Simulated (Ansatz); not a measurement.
**ZrB2: atomic charges with LDA+U**

ZrB2:

```
Zr B
1.0
     3.32118    0.00000    0.00000
    -1.66059    2.87622    0.00000
     0.00000    0.00000    3.70149
Zr B
1 2
Direct
  0.00000 0.00000 0.00000
  0.66667 0.33333 0.50000
  0.33333 0.66667 0.50000
```

The cell isn't the ideal one: volume scaled by 1.15.

```json
{
 "Program": "Ansatz 0.2.0",
 "Task": "atomic charges",
 "Functional": "LDA",
 "Potentials or basis": "Ansatz PAW",
 "Cutoff": "500 eV",
 "Density cutoff": "2000 eV",
 "k mesh": "10 × 10 × 8",
 "Occupations": "tetrahedron",
 "Spin": "spin-orbit coupling, no magnetisation",
 "Hubbard terms": "Zr d U = 2 eV",
 "Hubbard projectors": "ortho-atomic (the default)",
 "Double counting": "fll (the default)"
}
```

| Item | Value |
| --- | --- |
| Pressure | -31.2 GPa |
| Band gap on the k mesh | none (metal or under the smearing width) |
| Bader charges | Zr +1.57; B -0.79 e |

Stress tensor (GPa, compression positive):
```
-32.83   0.00   0.00
  0.00 -32.83   0.00
  0.00   0.00 -27.93
```

Levels at points of the mesh, in eV from the Fermi level:
| k point | band 14 | band 15 | band 16 | band 17 | band 18 | band 19 | band 20 | band 21 | band 22 | band 23 |
| --- | --- | --- | --- | --- | --- | --- | --- | --- | --- | --- |
| (0.00, 0.00, 0.00) | -2.56 | -2.52 | -2.52 | -2.34 | -2.34 | 2.70 | 2.70 | 2.77 | 2.77 | 3.27 |
| (0.00, 0.00, -0.50) | -1.14 | -1.13 | -1.13 | 0.16 | 0.16 | 0.20 | 0.20 | 0.48 | 0.48 | 0.60 |
| (0.00, -0.50, 0.00) | -3.54 | -3.11 | -3.11 | -2.39 | -2.39 | 1.71 | 1.71 | 1.88 | 1.88 | 3.87 |
| (0.00, -0.50, -0.50) | -4.29 | -3.85 | -3.85 | -2.50 | -2.50 | 2.94 | 2.94 | 3.17 | 3.17 | 4.20 |

Run time: 13 s on 2 threads of Intel(R) Xeon(R) 6975P-C (Granite Rapids) (shared host), peak memory 0.68 GiB.

Caveat: U without spin polarisation on a metal has little footing; the PAW data sets come from PBE, with cores solved anew for the run's functional, which leaves a small shift of forces and pressure; the U is typed as a test and isn't derived for this compound; with tetrahedron occupations forces and stress needn't match the slope of the energy.
